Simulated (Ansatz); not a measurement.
All-electron LAPW in Ansatz 0.2.0 under PBE, scalar-relativistic, energies extrapolated to zero smearing. Slabs are 1×1 cells cut from bulk crystals relaxed on PAW files, with atoms then relaxed, 16 to 20 Å of vacuum, a dipole correction, k spacings of 0.16 to 0.26 Å⁻¹ and smearing of 0.02 to 0.1 eV, without spin–orbit coupling; Cr, Mn, Fe, Co, Ni, Eu and Gd start ferromagnetic, the others run without spin. The bulk type named needn't be the stable one, and no reconstruction is allowed.

| slab | area (Å²) | γ (J/m²) | Φ (eV) | Δd12 (%) |
| --- | --- | --- | --- | --- |
| diamond Si (100), 4 layers | 14.97 | 1.97 | ? | -1.9 |
| hcp Zr (0001), 6 layers | 9.04 | 1.61 | 4.17 | -6.0 |
| fcc Ni (111), 5 layers | 5.36 | 1.94 | 5.06 | ? |

Q: Give the missing entry: row "fcc Ni (111), 5 layers", column "Δd12 (%)".

A: -1.3.

Q: Give the missing entry: row "diamond Si (100), 4 layers", column "Φ (eV)".

A: 5.35.
